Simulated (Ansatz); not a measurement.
Crystal: Na2S.

```
S Na
1.0
     0.00000    3.27350    3.27350
     3.27350    0.00000    3.27350
     3.27350    3.27350    0.00000
S Na
1 2
Direct
  0.00000 0.00000 0.00000
  0.75000 0.75000 0.75000
  0.25000 0.25000 0.25000
```

Base run:

- Program: Ansatz 0.2.0
- Functional: PBE
- Potentials or basis: all-electron LAPW, scalar-relativistic
- Cutoff: 144 eV
- Density cutoff: 575 eV
- Basis error allowed: 0.002 eV/atom
- k mesh: 7 × 7 × 7
- Occupations: fermi-dirac, width 0.05 eV
- Spin: no spin polarisation

Its results: band gap on the k mesh 2.48 eV, direct; pressure 0.3 GPa.

Q: The run is repeated on the same cell with these changes: functional from PBE to PBEsol; potentials or basis from all-electron LAPW, scalar-relativistic to all-electron LAPW, non-relativistic. What comes out?

A: Band gap on the k mesh 2.41 eV, direct; pressure -0.6 GPa.

Not every run made on this cell is shown here.
